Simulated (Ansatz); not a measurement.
A series in volume per atom on BP

Results calculated with Ansatz 0.2.0, not measured. Periodic Kohn-Sham DFT of a crystal at fixed atoms; pressure and stress are positive in compression; the energy is the free energy less that of spherical unpolarised free atoms; site moments are those in the method's own spheres, positive along +z.

Cell of the first row (space group P-6m2, No. 187):
```
CELL_PARAMETERS angstrom
2.96890 0.00000 0.00000
-1.48440 2.57110 0.00000
0.00000 0.00000 2.62580
ATOMIC_POSITIONS crystal
B 0.00000 0.00000 0.00000
P 0.33333 0.66667 0.50000
```

Settings of every row: method all-electron LAPW; functional PBE; relativity scalar; k mesh 13x13x11; filling fermi-dirac; smearing width 0.08 eV; basis error target 0.5 meV/atom; nucleus gaussian.

Atom start moment: 0 on all atoms.

Limits: the cell comes from a prototype or a list of computed structures and needn't be the stable phase.

| row | volume per atom (Å³) | energy less free atoms (eV/atom) | pressure (GPa) |
| --- | --- | --- | --- |
| 1 | 10.022 | -5.1492 | 6.499 |
| 2 | 10.231 | -5.1555 | 3.105 |
| 3 | 10.44 | -5.1575 | 0.034 |
| 4 | 10.648 | -5.1557 | -2.747 |
| 5 | 10.857 | ? | ? |

Question: what energy less free atoms and pressure should row 5 give?

Worked fit of energy less free atoms. Take u = (V_r/V)^(2/3) − 1 with V_r = 10.335 Å³ an atom, which is twice the finite (Eulerian) strain; such expansions in the strain, on which the Birch-Murnaghan equation of state is built, carry the rest volume and the bulk modulus. The shown rows have u = 0.02071, 0.00677, -0.00672, -0.01969. Least squares give energy less free atoms = −5.157 + 0.1495 × u + 10.964 × u² eV/atom; a straight line predicts inner rows, each left out in turn, worse (root mean square 0.0028 against 2.7e-05 eV/atom). All shown rows lie on it to the printed digit. Its lowest point lies at u = -0.0068, or V = 10.44 Å³ an atom, and the curvature there gives the bulk modulus at fixed shape and fractions, B = (4/9)(1 + u)² E″(u)/V = 148 GPa. Letting shape and atoms relax would as a rule lower it, by much in layered, chain or molecular crystals. The withheld row has u = -0.03232, so the fit gives −5.157 + 0.1495 × (-0.03232) + 10.964 × (-0.03232)² = -5.1504 eV/atom.

The calculation gave -5.1504 eV/atom. The fit meets it to the printed digit. This row lies beyond the range of the fit.

Worked fit of pressure. Take u = (V_r/V)^(2/3) − 1 with V_r = 10.335 Å³ an atom, which is twice the finite (Eulerian) strain; such expansions in the strain, on which the Birch-Murnaghan equation of state is built, carry the rest volume and the bulk modulus. The shown rows have u = 0.02071, 0.00677, -0.00672, -0.01969. Least squares give pressure = 1.5391 + 228.241 × u + 540.11 × u² GPa; a straight line predicts inner rows, each left out in turn, worse (root mean square 0.14 against 0.0093 GPa). The rows lie off it by 0.001, -0.004, 0.004, -0.001. The pressure vanishes at u = -0.0069, or V = 10.44 Å³ an atom, and there the bulk modulus at fixed shape and fractions is B = −V dP/dV = (2/3)(1 + u) dP/du = 146 GPa. Letting shape and atoms relax would as a rule lower it, by much in layered, chain or molecular crystals. The withheld row has u = -0.03232, so the fit gives 1.5391 + 228.241 × (-0.03232) + 540.11 × (-0.03232)² = -5.273 GPa.

The calculation gave -5.264 GPa. The fit lies 0.009 GPa (0.077 % of the column's range) below it; its largest miss of a shown row is 0.004 GPa. This row lies beyond the range of the fit.
